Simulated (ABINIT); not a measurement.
The system is MgS (Niningerite).

```
S Mg
1.0
     0.00000    2.60165    2.60165
     2.60165    0.00000    2.60165
     2.60165    2.60165    0.00000
S Mg
1 1
Direct
  0.50000 0.50000 0.50000
  0.00000 0.00000 0.00000
```

Base run:

| Property | Result |
| --- | --- |
| Program | ABINIT 10.8.3 (patched build) |
| Functional | PBE0 |
| Potentials or basis | SPMS NC PBE v1.0 |
| Cutoff | 707 eV |
| k mesh | 6 × 6 × 6 |
| Occupations | fixed |
| Spin | no spin polarisation |

Its results: band gap on the k mesh 4.52 eV, indirect (least direct gap 5.53 eV); pressure -0.5 GPa.

The run is repeated on the same cell with these changes: functional from PBE0 to HSE06. What comes out?

Band gap on the k mesh 3.84 eV, indirect (least direct gap 4.86 eV); pressure 0.1 GPa.

Caveats: the potentials were made for another functional, which shifts forces and pressure; Libxc's HSE differs a little from that of other programs (some runs).

A k mesh can miss the band edges.

Not every run made on this cell is shown here.
